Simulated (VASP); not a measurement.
An input for Quantum ESPRESSO's pw.x (written as the equivalent of a VASP run, and not itself run):

```
&CONTROL
  calculation = 'scf'
  pseudo_dir = './pseudo'
  outdir = './out'
  tprnfor = .true.
  tstress = .true.
/
&SYSTEM
  ibrav = 0
  nat = 2
  ntyp = 2
  ecutwfc = 74
  occupations = 'tetrahedra'
  input_dft = 'pbe'
/
&ELECTRONS
  conv_thr = 7.3e-08
  electron_maxstep = 100
/
ATOMIC_SPECIES
  Li 6.940 Li.upf
  I 126.904 I.upf
CELL_PARAMETERS angstrom
     0.0000000    3.0100000    3.0100000
     3.0100000    0.0000000    3.0100000
     3.0100000    3.0100000    0.0000000
ATOMIC_POSITIONS crystal
  Li   0.0000000  0.0000000  0.0000000
  I    0.5000000  0.5000000  0.5000000
K_POINTS automatic
  7 7 7 0 0 0
```

**Question.** Translate this input to VASP (INCAR, KPOINTS, POSCAR, choice of POTCAR).

**Answer.** This is not unique; one that fits is 
### POSCAR
```
LiI
6.020
  0.0000000000   0.5000000000   0.5000000000
  0.5000000000   0.0000000000   0.5000000000
  0.5000000000   0.5000000000   0.0000000000
Li I
1 1
direct
  0.0000000000   0.0000000000   0.0000000000
  0.5000000000   0.5000000000   0.5000000000
```

**INCAR**
```
ALGO = Normal
EDIFF = 1E-6
ENCUT = 520
GGA = PE
ISIF = 2
ISMEAR = -5
LASPH = .True.
LCHARG = .False.
LMAXMIX = 4
LREAL = .False.
LWAVE = .False.
NELM = 100
PREC = Accurate
SYSTEM = LiI
```

### KPOINTS
```
Automatic mesh
0
Gamma
7 7 7
0 0 0
```

POTCAR, in this order: Li_sv I (PBE.64 set). Program: vasp_std.

What does not carry over: the potentials are each code's own (VASP's PAW set, PseudoDojo norm-conserving files in pw.x), so ENCUT and ecutwfc are chosen apart and not converted; conv_thr bounds pw.x's estimated SCF error, while EDIFF bounds the energy change between steps.

The compound is LiI in the rock salt structure. The cell was not relaxed at this level. The run is one of a series of settings (ISMEAR = -5, SIGMA removed against the base run), some of them coarse on purpose.
